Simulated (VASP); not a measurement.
# What goes wrong when C is relaxed with a bad input, part 2 of 2

Aim: see how common mistakes in a VASP relaxation show up, on C. The starting structure is a measured crystal structure from the Crystallography Open Database. The first relaxation on each setting starts from this cell expanded by 3 % in volume.

VASP 6.6.1.

Results so far: reference 5.62 Å³ an atom; a k mesh far too coarse 6.03 Å³ an atom.

The database entry behind the starting cell differs from later determinations by our own check (about 0.1 % long), so it need not match the best structure at ambient conditions.

### Step 5. Relaxation with a cutoff far too low

Level of this step: PBEsol; plane waves and PAW (C) (VASP).

A slip made on purpose: a cutoff far too low. Against step 2 the input has PREC = Normal and ENCUT = 220 (also changed: NELM).

Contents of INCAR:

```
SYSTEM = C
PREC = Normal
ENCUT = 220
EDIFF = 1E-06
NELM = 60
ISMEAR = 0
SIGMA = 0.03
LREAL = .FALSE.
ALGO = Normal
GGA = PS
NBANDS = 10
LORBIT = 11
LWAVE = .FALSE.
LCHARG = .FALSE.
KPAR = 4
IBRION = 2
NSW = 50
ISIF = 3
EDIFFG = -0.006
```

Contents of POSCAR:

```
C
1.0
    0.0000000000      1.8034934470      1.8034934470
    1.8034934470      0.0000000000      1.8034934470
    1.8034934470      1.8034934470      0.0000000000
C
2
Direct
    0.0000000000      0.0000000000      0.0000000000
    0.2500000000      0.2500000000      0.2500000000
```

Contents of KPOINTS:

```
Automatic mesh
0
Gamma
10 10 10
0 0 0
```

PAW data sets: C (PBE family, release 64).

Started as:

```bash
$ mpirun -np 4 vasp_std
```

Output:

```text
[... set-up lines as in an earlier step ...]
 entering main loop
       N       E                     dE             d eps       ncg     rms          rms(c)
DAV:   1    -0.121181244350E+02   -0.12118E+02   -0.27524E+03  1126   0.387E+02
DAV:   2    -0.195642779944E+02   -0.74462E+01   -0.73356E+01  1162   0.700E+01
DAV:   3    -0.196238709513E+02   -0.59593E-01   -0.59570E-01  1096   0.512E+00
DAV:   4    -0.196239017352E+02   -0.30784E-04   -0.30784E-04  1022   0.137E-01
[...]
DAV:   9    -0.192382079185E+02   -0.63327E-05   -0.21592E-05  1088   0.348E-02    0.103E-02
DAV:  10    -0.192382096973E+02   -0.17788E-05   -0.17381E-06  1014   0.112E-02    0.226E-03
DAV:  11    -0.192382095886E+02    0.10870E-06   -0.54405E-08   482   0.183E-03
   1 F= -.19238210E+02 E0= -.19238210E+02  d E =-.192382E+02
[...]
2 F= -.16455885E+02 E0= -.16455885E+02  d E =0.278232E+01
[...]
3 F= -.19790043E+02 E0= -.19790043E+02  d E =-.551833E+00
[...]
4 F= -.19800071E+02 E0= -.19800071E+02  d E =-.561862E+00
[...]
5 F= -.19800734E+02 E0= -.19800734E+02  d E =-.562525E+00
[...]
reached required accuracy - stopping structural energy minimisation
```

Elapsed: 1.8 s, on 4 MPI ranks of AMD EPYC 7R43, shared host; peak memory 0.26 GiB.

Parts of OUTCAR (step 5):

```text
  Total        0.0006311      0.0006311      0.0006311      0.0000000      0.0000000     -0.0000000
  in kB        0.1014575      0.1014575      0.1014575      0.0000000      0.0000000     -0.0000000
  external PRESSURE =       0.1014575 kB  Pullay stress =       0.0000000 kB

 POSITION                                       TOTAL-FORCE (eV/Angst)
 -----------------------------------------------------------------------------------
      0.00000      0.00000      0.00000        -0.000000     -0.000000     -0.000000
      0.85402      0.85402      0.85402         0.000000      0.000000      0.000000
 -----------------------------------------------------------------------------------
    total drift:                                0.000000      0.000000      0.000000

  FREE ENERGIE OF THE ION-ELECTRON SYSTEM (eV)
  ---------------------------------------------------
  free  energy   TOTEN  =       -19.8007343080 eV

  energy  without entropy=      -19.8007343080  energy(sigma->0) =      -19.80073431

[... 2 parts as in an earlier step ...]

[... 2 further parts left out ...]
[key lines of the parts left out:]
E-fermi :  12.3621
```

With a cutoff far too low the cell ends at 4.983 Å³ an atom, -11.40 % from the reference.

### Step 6. Relaxation with low precision and a small cutoff

A slip made on purpose: low precision and a small cutoff. Against step 2 the input has PREC = Low and ENCUT = 320 (also changed: NELM).

Changes to INCAR since step 5:

```diff
@@ -1,4 +1,4 @@
 SYSTEM = C
-PREC = Normal
-ENCUT = 220
+PREC = Low
+ENCUT = 320
 EDIFF = 1E-06
```

POSCAR is that of step 5.

KPOINTS is that of step 5.

Started as:

```bash
$ mpirun -np 4 vasp_std
```

Output:

```text
[... set-up lines as in an earlier step ...]
 entering main loop
       N       E                     dE             d eps       ncg     rms          rms(c)
DAV:   1    -0.889431094515E+01   -0.88943E+01   -0.36646E+03  1098   0.537E+02
DAV:   2    -0.197277035155E+02   -0.10833E+02   -0.10578E+02  1228   0.890E+01
DAV:   3    -0.198578196114E+02   -0.13012E+00   -0.12995E+00  1108   0.731E+00
DAV:   4    -0.198579857038E+02   -0.16609E-03   -0.16608E-03   994   0.299E-01
[...]
DAV:   9    -0.192996107002E+02   -0.12137E-04   -0.15234E-05  1150   0.338E-02    0.178E-02
DAV:  10    -0.192996176767E+02   -0.69765E-05   -0.31905E-06   990   0.165E-02    0.422E-03
DAV:  11    -0.192996173961E+02    0.28058E-06   -0.62694E-08   552   0.227E-03
   1 F= -.19299617E+02 E0= -.19299617E+02  d E =-.192996E+02
[...]
2 F= -.19107785E+02 E0= -.19107785E+02  d E =0.191832E+00
[...]
3 F= -.19393507E+02 E0= -.19393507E+02  d E =-.938899E-01
[...]
4 F= -.19393633E+02 E0= -.19393633E+02  d E =-.940152E-01
[...]
reached required accuracy - stopping structural energy minimisation
```

It took 2.6 s on 4 MPI ranks; peak memory 0.26 GiB; 7.6 s of CPU time.

From OUTCAR (step 6):

```text
  Total       -0.0081710     -0.0081710     -0.0081710      0.0000000     -0.0000000      0.0000000
  in kB       -1.1987128     -1.1987128     -1.1987128      0.0000000     -0.0000000      0.0000000
  external PRESSURE =      -1.1987128 kB  Pullay stress =       0.0000000 kB

 POSITION                                       TOTAL-FORCE (eV/Angst)
 -----------------------------------------------------------------------------------
      0.00000      1.76095      1.76095         0.000000      0.000000      0.000000
      0.88047      0.88047      0.88047        -0.000000     -0.000000     -0.000000
 -----------------------------------------------------------------------------------
    total drift:                               -0.000000      0.000000      0.000000

  FREE ENERGIE OF THE ION-ELECTRON SYSTEM (eV)
  ---------------------------------------------------
  free  energy   TOTEN  =       -19.3936326209 eV

  energy  without entropy=      -19.3936326209  energy(sigma->0) =      -19.39363262

[... 2 parts as in an earlier step ...]

[... 2 further parts left out ...]
[key lines of the parts left out:]
E-fermi :  10.5430
```

With low precision and a small cutoff the cell ends at 5.461 Å³ an atom, -2.91 % from the reference.

### Step 7. All runs side by side

```csv
run,ended,volume (Å³/atom),change (%),bulk modulus (GPa),pressure left (GPa),core minutes
reference,converged,5.624,-,451.2,0.0,0.867
a k mesh far too coarse,converged,6.03,7.21,403.1,-0.08,0.133
too few electronic steps,not converged,-,-,-,-,0.76
a cutoff far too low,converged,4.983,-11.4,-,0.01,0.12
low precision and a small cutoff,converged,5.461,-2.91,-,-0.12,0.173
```

Core minutes are wall time times ranks, summed over the relaxations behind a row (those for a bulk modulus apart), on shared hosts.

### Step 8. Outcome

```yaml
volume_of_the_reference: 5.624 Å³/atom
volume_against_the_reference_a_k_mesh_far_too_coarse: +7.21 %
volume_against_the_reference_a_cutoff_far_too_low: -11.40 %
volume_against_the_reference_low_precision_and_a_small_cutoff: -2.91 %
run_with_too_few_electronic_steps: not converged
```

What this shows: The run with too few electronic steps didn't converge. Finished, but with signs in the output that stand out against the reference: a k mesh far too coarse, with the volume changed by +7.2 % (signs: 11.5 GPa at the first ionic step (of the first relaxations, not shown; reference: -17.6 GPa)); a cutoff far too low, with the volume changed by -11.4 % (signs: -90.3 GPa at the first ionic step (of the first relaxations, not shown; reference: -17.6 GPa) and an energy that rises by up to 1.4 eV an atom on the way); low precision and a small cutoff, with the volume changed by -2.9 % (signs: a stress of up to 0.1 GPa and -35.2 GPa at the first ionic step (of the first relaxations, not shown; reference: -17.6 GPa)). The reference was restarted once and the runs with a slip weren't, so their cells may not have settled fully. Further runs on this material are not shown.

[Lines on the potential files, build, host, timing and source positions are cut from VASP's logs without a mark.]

[Logs are printed without paths, hosts, clocks, repeated set-up lines and the standing remarks that a program may print on its own settings, such as how far it seeks lower states.]

[Hosts, paths, dates, database ids (printed as entryN), source tags and the programs' standing remarks are cut or masked in the printed files.]
